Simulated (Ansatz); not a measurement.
TlBr built on the CsCl prototype, relaxed with r2SCAN, was run in Ansatz under altered settings. All numbers are computed, without spin polarisation but where a row says otherwise.

```xyz
2
Lattice="3.9949 0.0000 0.0000 0.0000 3.9949 0.0000 0.0000 0.0000 3.9949" Properties=species:S:1:pos:R:3 pbc="T T T"
Tl    0.0000    0.0000    0.0000
Br    1.9975    1.9975    1.9975
```

The base run's other keys:
```yaml
kpoints:
  mp_grid: { grid: [4, 4, 4] }
hamiltonian:
  xc: hse06
scf:
  occupations: { method: fixed }
  n_extra_bands: 4
```

It takes 11 iterations with 1237 plane waves at 420 eV and 10 k points, and leaves a mean stress of +0.75 GPa. The gap over this mesh is 2.581 eV.

Outcomes, with energy and stress as changes against the base:
```
                                     setting            outcome  ΔF (meV/atom)  Δ mean stress (GPa)  gap on the mesh (eV)  iterations
PBE hybrid, exx coeff -0.2, omega 0.2078 1/Å            refused              –                    –                     –           –
    PBE hybrid, exx coeff 0.2, omega 0.1 1/Å          converged              –                  0.0                 2.663          10
    PBE hybrid, exx coeff 0.2, omega 0.3 1/Å          converged              –                 +0.1                 2.303          10
    PBE hybrid, exx coeff 0.4, omega 0.5 1/Å          converged              –                 -0.1                 2.376          11
                          basis.ecutwfc: 300  converged, warned            +36                 +0.1                 2.588          11
```
A dash marks a value that wasn't obtained or can't be compared. Stress is positive in compression.

- PBE hybrid, exx coeff -0.2, omega 0.2078 1/Å. The program doesn't start. Error: invalid value for `hamiltonian.xc.exx.coeff`: must be finite and in (0, 1]; got -0.2
- PBE hybrid, exx coeff 0.2, omega 0.1 1/Å. That is 20 % exact exchange, screened with ω = 0.1 1/Å, against HSE06's 25 % screened at 0.208 1/Å. The mean stress moves by 0.0 GPa and the gap on the mesh by +0.082 eV (to 2.663). Totals of different functionals aren't comparable. The program warns that on this mesh the truncation of the exchange isn't bounded, so part of the change can be an error of the mesh.
- PBE hybrid, exx coeff 0.2, omega 0.3 1/Å. That is 20 % exact exchange, screened with ω = 0.3 1/Å, against HSE06's 25 % screened at 0.208 1/Å. The mean stress moves by +0.1 GPa and the gap on the mesh by -0.278 eV (to 2.303). Totals of different functionals aren't comparable.
- PBE hybrid, exx coeff 0.4, omega 0.5 1/Å. That is 40 % exact exchange, screened with ω = 0.5 1/Å, against HSE06's 25 % screened at 0.208 1/Å. The mean stress moves by -0.1 GPa and the gap on the mesh by -0.205 eV (to 2.376). Totals of different functionals aren't comparable.
- basis.ecutwfc: 300. 739 plane waves in place of 1237. The free energy moves by +36 meV an atom, the mean stress by +0.1 GPa and the gap on the mesh by +0.007 eV (to 2.588). The basis is too small: these are errors of the cutoff. Warned: cutoff below recommended.

Spin-orbit coupling is left out; in compounds of Pb, Bi, Tl or Hg it can lower a gap by up to about 1 eV, split its edges or invert the bands.

The stress of a hybrid is loosely converged in these runs.

The meshes of the hybrids are coarse, so their gaps aren't converged to the digits shown.
